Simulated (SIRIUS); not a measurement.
# Ta (P6_3/mmc) in SIRIUS: reference runs

Reference runs on Ta: the cell as given.

Program: SIRIUS 7.10.0. These are calculated values, not measurements. Logs are shortened: lines on timing, memory, paths and dates and some standing lists are left out, and cuts for length are marked. The log counts tension as positive stress, the text compression.

## Step 1: Starting point

Symmetry: P6_3/mmc, No. 194, hexagonal system. Conventional cell: a = 2.900 Å, b = 2.900 Å, c = 5.166 Å, α = 90.00°, β = 90.00°, γ = 120.00°. Ta (site symmetry -6m2) has 12 Ta at 2.90 to 3.08 Å as nearest neighbours.

This isn't the form of Ta at room conditions, which is bcc.

## Step 2: Single point, PBE

The input, sirius.json:

```json
{
  "control": {
    "processing_unit": "cpu",
    "verbosity": 2,
    "num_bands_to_print": 21,
    "print_forces": true,
    "print_stress": true
  },
  "parameters": {
    "electronic_structure_method": "pseudopotential",
    "xc_functionals": ["XC_GGA_X_PBE", "XC_GGA_C_PBE"],
    "gk_cutoff": 7.7,
    "pw_cutoff": 15.4,
    "ngridk": [11, 11, 5],
    "shiftk": [0, 0, 0],
    "smearing": "fermi_dirac",
    "smearing_width": 0.0018374661,
    "num_bands": 21,
    "num_mag_dims": 0,
    "num_dft_iter": 100,
    "energy_tol": 1e-08,
    "density_tol": 1e-06
  },
  "iterative_solver": {
    "type": "davidson",
    "min_tolerance": 1e-09,
    "tolerance_scale": [0.1, 0.25]
  },
  "mixer": {
    "type": "anderson",
    "beta": 0.7,
    "max_history": 8
  },
  "settings": {
    "tol_ne": 1e-10,
    "pseudo_grid_cutoff": 6.5
  },
  "unit_cell": {
    "lattice_vectors": [
      [1.0, 0.0, 0.0],
      [-0.5, 0.866025403785, 0.0],
      [0.0, 0.0, 1.78124525774]
    ],
    "lattice_vectors_scale": 5.4809088767,
    "atom_coordinate_units": "lattice",
    "atom_types": ["Ta"],
    "atom_files": {
      "Ta": "Ta.json"
    },
    "atoms": {
      "Ta": [
        [0.3333333333, 0.6666666667, 0.25],
        [0.6666666667, 0.3333333333, 0.75]
      ]
    }
  }
}
```

Potentials or basis: PseudoDojo 0.4.1 PBE standard (scalar relativistic).

On the command line:

```sh
> upf_to_json Ta.upf
> OMP_NUM_THREADS=1 sirius.scf --input=sirius.json --output=out.json --task=0
```

The program printed:

```text
[info] SIRIUS version : 7.10.0
[info] number of MPI ranks           : 1
[info] MPI grid                      : 1 1
[info] maximum number of OMP threads : 1
[fft] FFT context for density and potential
[fft] =====================================
[fft]   comm size                             : 1
[fft]   plane wave cutoff                     : 15.4
[fft]   grid size                             : 30 30 50   total : 45000
[fft]   grid limits                           : -14 15   -14 15   -24 25
[fft]   number of G-vectors within the cutoff : 7857
[fft]   local number of G-vectors             : 7857
[fft]   number of G-shells                    : 862
[fft] FFT context for coarse grid
[fft] =====================================
[fft]   comm size                             : 1
[fft]   plane wave cutoff                     : 15.4
[fft]   grid size                             : 30 30 50   total : 45000
[fft]   grid limits                           : -14 15   -14 15   -24 25
[fft]   number of G-vectors within the cutoff : 7857
[fft]   local number of G-vectors             : 7857
[fft]   number of G-shells                    : 862
[unit cell] lattice vectors
[unit cell]   a1 :       5.4809088767      0.0000000000      0.0000000000
[unit cell]   a2 :      -2.7404544384      4.7466063231      0.0000000000
[unit cell]   a3 :       0.0000000000      0.0000000000      9.7628429447
[unit cell] reciprocal lattice vectors
[unit cell]   b1 :       1.1463765314      0.6618607990     -0.0000000000
[unit cell]   b2 :       0.0000000000      1.3237215980      0.0000000000
[unit cell]   b3 :       0.0000000000     -0.0000000000      0.6435815205
[unit cell] unit cell volume :       253.98735653 [a.u.^3]
[unit cell] 1/sqrt(omega)    :         0.06274714
[unit cell] MT volume        :         0.00000000 ( 0.00%)
[unit cell] IT volume        :       253.98735653 (100.00%)
[unit cell] number of atom types : 1
[unit cell] type id : 0 symbol : Ta mt_radius :  14.490000 num_atoms : 2
[unit cell] total number of atoms : 2
[unit cell] number of symmetry classes : 1
[unit cell] number of PAW atoms : 0
[unit cell] atom id  type id  class id             position                      vector_field
[unit cell] ------------------------------------------------------------------------------------------
[unit cell]      0        0        0      0.33333   0.66667   0.25000      0.00000   0.00000   0.00000
[unit cell]      1        0        0      0.66667   0.33333   0.75000      0.00000   0.00000   0.00000
[unit cell] atom id         position (Cartesian, a.u.)
[unit cell] ---------------------------------------------
[unit cell]      0      -0.000000    3.164404    2.440711
[unit cell]      1       2.740454    1.582202    7.322132
[unit cell] class id : 0 atom id : 0 1
[unit cell] minimum bond length:     5.480909
[unit cell] total number of pseudo wave-functions: 20
[sym] space group number   : 194
[sym] international symbol : P6_3/mmc
[sym] Hall symbol          : -P 6c 2c
[sym] space group transformation matrix :
[sym]   1.0000  0.0000  0.0000
[sym]   0.0000  1.0000  0.0000
[sym]   0.0000  0.0000  1.0000
[sym] space group origin shift :
[sym]  -0.0000  1.0000  0.0000
[sym] number of space group operations  : 24
[sym] number of magnetic group operations : 24
[... 235 lines left out ...]
[find] bands are converged : true
[find] iterative solver converged : false
[find] +------------------------------+
[find] | SCF iteration   9 out of 100|
[find] +------------------------------+
[diagonalize] iterative solver tolerance (occupied, empty): 3.39179e-09 3.39179e-09
[diagonalize] average number of iterations: 2.5625
[diagonalize] Lowest band energies
[diagonalize] ik:    0   -1.824745   -1.822598   -0.608687   -0.578908   -0.574624   -0.574624   -0.571629   -0.571629    0.360611    0.480925    0.640312    0.655615    0.683042    0.683042    0.703666    0.703666    0.770120    0.770120    0.849242    0.849242    0.981834
[diagonalize] ik:    1   -1.824462   -1.822392   -0.607728   -0.579018   -0.577719   -0.575464   -0.574783   -0.572201    0.372101    0.493284    0.641336    0.641804    0.676297    0.692720    0.694095    0.714477    0.752117    0.760491    0.853818    0.872611    0.980076
[diagonalize] ik:    2   -1.823695   -1.821847   -0.605035   -0.585931   -0.582980   -0.579425   -0.577652   -0.573770    0.403797    0.524305    0.611308    0.630049    0.660656    0.693343    0.718227    0.726337    0.739878    0.745825    0.860877    0.920005    0.970081
[diagonalize] ik:    3   -1.822661   -1.821155   -0.601137   -0.596473   -0.593203   -0.580418   -0.580305   -0.575865    0.447195    0.545292    0.579294    0.626695    0.642539    0.685583    0.718743    0.732788    0.776742    0.793975    0.864417    0.952165    0.970806
[diagonalize] ik:    4   -1.821662   -1.820563   -0.605919   -0.602180   -0.596884   -0.582884   -0.581760   -0.577806    0.487247    0.535804    0.554270    0.624847    0.661427    0.668765    0.702529    0.795539    0.838350    0.850428    0.864760    0.943059    1.012776
[diagonalize] ...
[diagonalize] ik:   43   -1.821693   -1.821288   -0.601226   -0.599878   -0.589179   -0.585841   -0.581220   -0.581094    0.499925    0.528085    0.599035    0.607224    0.633035    0.641199    0.718026    0.753915    0.799372    0.835667    0.856543    0.869189    1.080326
[diagonalize] ik:   44   -1.820960   -1.820679   -0.605637   -0.604903   -0.589644   -0.588230   -0.584238   -0.582645    0.522453    0.536553    0.591916    0.610757    0.642888    0.649456    0.705009    0.745624    0.812479    0.876233    0.900301    0.914686    1.059019
[diagonalize] ik:   45   -1.820504   -1.820335   -0.608671   -0.607530   -0.591397   -0.589614   -0.584872   -0.583097    0.526738    0.542484    0.589391    0.607504    0.636951    0.665059    0.725994    0.750582    0.831843    0.869234    0.943676    0.961550    1.028080
[diagonalize] ik:   46   -1.820463   -1.820306   -0.605634   -0.605422   -0.594118   -0.592986   -0.584974   -0.583301    0.549581    0.549664    0.598090    0.616395    0.627494    0.644626    0.700400    0.733488    0.829961    0.872677    0.962119    0.962808    1.023333
[diagonalize] ik:   47   -1.820256   -1.820188   -0.605022   -0.604193   -0.597514   -0.595722   -0.584474   -0.583672    0.555630    0.568128    0.597397    0.597873    0.632978    0.641222    0.710609    0.735534    0.841692    0.856577    0.968985    0.973904    1.023919
[find] Charges and magnetic moments
[find] --------------------------------------------------------------------------------
[find] total charge          : 26.000000
[find] Energy
[find] --------------------------------------------------------------------------------
[find] valence_eval_sum               :      -8.64600784
[find] <rho|V^{XC}>                   :     -20.34653269
[find] <rho|E^{XC}>                   :     -29.57449141
[find] <mag|B^{XC}>                   :       0.00000000
[find] <rho|V^{H}>                    :      30.63260645
[find] one-electron contribution      :     -18.93208160 (Ha),     -37.86416320 (Ry)
[find] hartree contribution           :      15.31630322
[find] xc contribution                :     -29.57449141
[find] ewald contribution             :     -96.99664176
[find] PAW contribution               :       0.00000000
[find] smearing (-TS)                 :      -0.00070278
[find] SCF correction                 :       0.00000394
[find] Total energy                   :    -130.18690761 (Ha),    -260.37381523 (Ry)
[find] Free energy (E-TS)             :    -130.18761040 (Ha),    -260.37522079 (Ry)
[find] band gap (eV)                  :       0.00000000
[find] Efermi                         :       0.66149298
[find] iteration : 9, RMS : 5.384606663002e-08, energy difference : -2.987121661135e-09
[find] Hartree energy of density residual : 2.370213269888e-13
[find] bands are converged : true
[find] iterative solver converged : true
[find] converged after 10 SCF iterations!
[find] Charges and magnetic moments
[find] --------------------------------------------------------------------------------
[find] total charge          : 26.000000
[find] Energy
[find] --------------------------------------------------------------------------------
[find] valence_eval_sum               :      -8.64600784
[find] <rho|V^{XC}>                   :     -20.34653269
[find] <rho|E^{XC}>                   :     -29.57449141
[find] <mag|B^{XC}>                   :       0.00000000
[find] <rho|V^{H}>                    :      30.63260645
[find] one-electron contribution      :     -18.93208160 (Ha),     -37.86416320 (Ry)
[find] hartree contribution           :      15.31630322
[find] xc contribution                :     -29.57449141
[find] ewald contribution             :     -96.99664176
[find] PAW contribution               :       0.00000000
[find] smearing (-TS)                 :      -0.00070278
[find] SCF correction                 :       0.00000394
[find] Total energy                   :    -130.18690761 (Ha),    -260.37381523 (Ry)
[find] Free energy (E-TS)             :    -130.18761040 (Ha),    -260.37522079 (Ry)
[find] band gap (eV)                  :       0.00000000
[find] Efermi                         :       0.66149298
[ground_state] === stress tensor components [kbar] ===
[ground_state] === stress_kin ===
[ground_state] -26423.437460   -0.000000    0.000000
[ground_state]    -0.000000-26423.437460    0.000000
[ground_state]     0.000000    0.000000-26433.534034
[ground_state] === stress_har ===
[ground_state] -6619.329808   -0.000000    0.000000
[ground_state]    -0.000000-6619.329808   -0.000000
[ground_state]     0.000000   -0.000000-4503.213269
[ground_state] === stress_ewald ===
[ground_state] 35888.471676    0.000000   -0.000000
[ground_state]     0.00000035888.471676   -0.000000
[ground_state]    -0.000000   -0.00000040580.592495
[ground_state] === stress_vloc ===
[ground_state]  4783.650511    0.000000   -0.000000
[ground_state]     0.000000 4783.650511    0.000000
[ground_state]    -0.000000    0.000000-2021.142542
[ground_state] === stress_xc ===
[ground_state] -10366.579524   -0.000000    0.000000
[ground_state]    -0.000000-10366.579524    0.000000
[ground_state]     0.000000    0.000000-10355.326248
[ground_state] === stress_core ===
[ground_state] 18036.281381    0.000000   -0.000000
[ground_state]     0.00000018036.281381   -0.000000
[ground_state]    -0.000000   -0.00000018037.942251
[ground_state] === stress_nonloc ===
[ground_state] -15285.441423   -0.000000   -0.000000
[ground_state]    -0.000000-15285.441423    0.000000
[ground_state]    -0.000000    0.000000-15301.225697
[ground_state] === stress_us_nl ===
[ground_state] -15285.441423   -0.000000   -0.000000
[ground_state]    -0.000000-15285.441423    0.000000
[ground_state]    -0.000000    0.000000-15301.225697
[ground_state] === stress_total ===
[ground_state]    13.615354   -0.000000   -0.000000
[ground_state]    -0.000000   13.615354    0.000000
[ground_state]    -0.000000    0.000000    4.092955
[ground_state] ==== total Forces in Ha/bohr =====
[ground_state] atom:    0, force:      -0.0000000      0.0000000      0.0000000
[ground_state] atom:    1, force:       0.0000000     -0.0000000     -0.0000000
[ground_state] ==== ultrasoft contribution from Qij =====
[ground_state] atom:    0, force:       0.0000000      0.0000000      0.0000000
[ground_state] atom:    1, force:       0.0000000      0.0000000      0.0000000
[ground_state] ==== non-local contribution from Beta-projector =====
[ground_state] atom:    0, force:       0.0000000      0.0000000      0.0000000
[ground_state] atom:    1, force:       0.0000000     -0.0000000     -0.0000000
[ground_state] ==== contribution from local potential =====
[ground_state] atom:    0, force:      -0.0000000     -0.0000000      0.0000000
[ground_state] atom:    1, force:       0.0000000      0.0000000      0.0000000
[ground_state] ==== contribution from core density =====
[ground_state] atom:    0, force:       0.0000000      0.0000000      0.0000000
[ground_state] atom:    1, force:       0.0000000      0.0000000      0.0000000
[ground_state] ==== Ewald forces from ions =====
[ground_state] atom:    0, force:      -0.0000000     -0.0000000     -0.0000000
[ground_state] atom:    1, force:       0.0000000      0.0000000      0.0000000
[~DFT_ground_state] local op. applied: 22142
[~DFT_ground_state] evp. work count: 4118.8
[~DFT_ground_state] number of iterative solver steps: 1387
```

Wall time 40 s (1 thread of Arm Neoverse V1, shared host); peak memory 0.38 GiB.

What came out:

```yaml
Free_energy: -3542.5854 eV
Pressure: -1.0 GPa
Band_gap_on_the_k_mesh: none (metal or under the smearing width)
```

Stress tensor (GPa, compression positive):
```
-1.36  0.00  0.00
 0.00 -1.36  0.00
 0.00  0.00 -0.41
```

The run has no spin-orbit coupling, so splittings on Ta are missing.
